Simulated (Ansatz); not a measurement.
Input of an Ansatz 0.2.0 run:

input.yaml

```yaml
crystal:
  lattice:
    - [1.765105025, -6.759281535, 0.0]
    - [1.765105025, 6.759281535, 0.0]
    - [0.0, 0.0, 3.56517397]
  atoms:
    - { symbol: Ti, position: [0.10311808, 0.89688192, 0.25] }
    - { symbol: Ti, position: [0.89688192, 0.10311808, 0.75] }
    - { symbol: Si, position: [0.75031482, 0.24968518, 0.25] }
    - { symbol: Si, position: [0.24968518, 0.75031482, 0.75] }
    - { symbol: Si, position: [0.44174855, 0.55825145, 0.25] }
    - { symbol: Si, position: [0.55825145, 0.44174855, 0.75] }
hamiltonian:
  xc: pbe
  pseudopotentials: { kind: paw, source: ansatz }
kpoints:
  mp_grid: { grid: [8, 8, 8] }
scf:
  occupations: { method: fermi_dirac, width: 0.05 }
output:
  forces: true
  stress: true
  eigenvalues: true
  write_density: true
  write_potential: true
  elf: true
  volumetric_format: npy
```

Potentials or basis: Ansatz PAW earlier set.

Launch:

```sh
$ ansatz run input.yaml --threads 2 --pin off --max-ram 5632MiB --backend cpu --events-out ev --progress --plain --runs-dir out
```

**Question.** What does it give for the largest force?

**Answer.** 0.190 eV/Å.

**Question.** What does it give for the band gap on the k mesh?

**Answer.** None (metal or under the smearing width).

**Question.** What does it give for the pressure?

**Answer.** 1.9 GPa.

Stress tensor (GPa, compression positive):
```
1.83 0.00 0.00
0.00 1.60 0.00
0.00 0.00 2.17
```
